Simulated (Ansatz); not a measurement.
## Co: symmetry broken, then relaxed

Computed with Ansatz, DFT PBEsol, scalar-relativistic, plane waves, PAW. Cutoff 420 eV, Γ-centred 18×18×8 k-points, Gaussian smearing of 0.15 eV. Collinear spins, started from moments 1.8, 1.8 μB in atom order; the magnetic state may not be the lowest. Energies are free energies at this smearing, counted from the undisturbed cell; pressure is positive in compression.

The undisturbed cell (relaxed at this level):

```
CELL_PARAMETERS angstrom
2.45642 0.00000 0.00000
-1.22821 2.12732 0.00000
0.00000 0.00000 3.96941
ATOMIC_POSITIONS crystal
Co 0.33333 0.66667 0.25000
Co 0.66667 0.33333 0.75000
```

The atoms are displaced (Å, in the unstrained cell):

| atom | ux | uy | uz |
| --- | --- | --- | --- |
| Co1 | 0.088 | -0.006 | 0.043 |
| Co2 | -0.088 | 0.006 | -0.043 |

Cell and atoms are then relaxed.

**Question.** Does the relaxation return to the undisturbed structure?

**Answer.** Yes (up to a choice of domain or origin): same space group and volume, and an energy 0.0 meV/atom from it. The disturbance itself cost 38.2 meV/atom. The final space group reads P6_3/mmc (tolerance 0.05 Å) and the volume changes by 0.02 %.

Final structure:

```yaml
crystal:
  lattice:
    - [2.45636, -0.00008, -0.00005]
    - [-1.22825, 2.12731, 0.00002]
    - [-0.00007, 0.00000, 3.97050]
  atoms:
    - { symbol: Co, position: [0.33335, 0.66667, 0.25000] }
    - { symbol: Co, position: [0.66665, 0.33333, 0.75000] }
```

The relaxation, step by step (energy from the first step; small jumps at an unchanged geometry come where the plane waves are selected anew for the new cell):

| step | ΔE (meV/atom) | largest force component (eV/Å) | pressure (GPa) |
| --- | --- | --- | --- |
| 1 | 0.0 | 0.786 | 2.31 |
| 2 | -17.9 | 0.541 | 1.17 |
| 3 | -37.6 | 0.006 | 0.97 |
| 4 | -38.2 | 0.001 | -0.41 |
| 5 | -38.2 | 0.000 | 0.00 |
| 6 | -38.2 | 0.000 | -0.01 |

Frames along the relaxation (Å, eV/Å):

```xyz
2
Lattice="2.456 0.000 0.000 -1.228 2.127 0.000 0.000 0.000 3.969" Properties=species:S:1:pos:R:3:forces:R:3 pbc="T T T" step=1
Co    0.088    1.413    1.035   -0.530    0.077   -0.786
Co    1.141    0.715    2.934    0.530   -0.077    0.786
2
Lattice="2.456 -0.008 -0.002 -1.235 2.132 0.001 -0.003 0.000 3.970" Properties=species:S:1:pos:R:3:forces:R:3 pbc="T T T" step=2
Co    0.062    1.413    1.024   -0.379    0.057   -0.541
Co    1.157    0.712    2.945    0.379   -0.057    0.541
2
Lattice="2.454 0.014 0.005 -1.215 2.118 -0.003 0.008 0.000 3.965" Properties=species:S:1:pos:R:3:forces:R:3 pbc="T T T" step=3
Co    0.005    1.416    0.992    0.000    0.002   -0.006
Co    1.242    0.715    2.976    0.000   -0.002    0.006
2
Lattice="2.458 -0.003 -0.002 -1.231 2.130 0.001 -0.003 0.000 3.972" Properties=species:S:1:pos:R:3:forces:R:3 pbc="T T T" step=4
Co   -0.001    1.419    0.993    0.001    0.000    0.000
Co    1.225    0.708    2.979   -0.001    0.000    0.000
2
Lattice="2.456 0.000 0.000 -1.228 2.127 0.000 0.000 0.000 3.971" Properties=species:S:1:pos:R:3:forces:R:3 pbc="T T T" step=5
Co    0.000    1.418    0.993    0.000    0.000    0.000
Co    1.228    0.709    2.978    0.000    0.000    0.000
2
Lattice="2.456 0.000 0.000 -1.228 2.127 0.000 0.000 0.000 3.971" Properties=species:S:1:pos:R:3:forces:R:3 pbc="T T T" step=6
Co    0.000    1.418    0.993    0.000    0.000    0.000
Co    1.228    0.709    2.978    0.000    0.000    0.000
```

Cost: 3 runs of about 12 core-minutes in all, on Arm Neoverse V1 (shared hosts).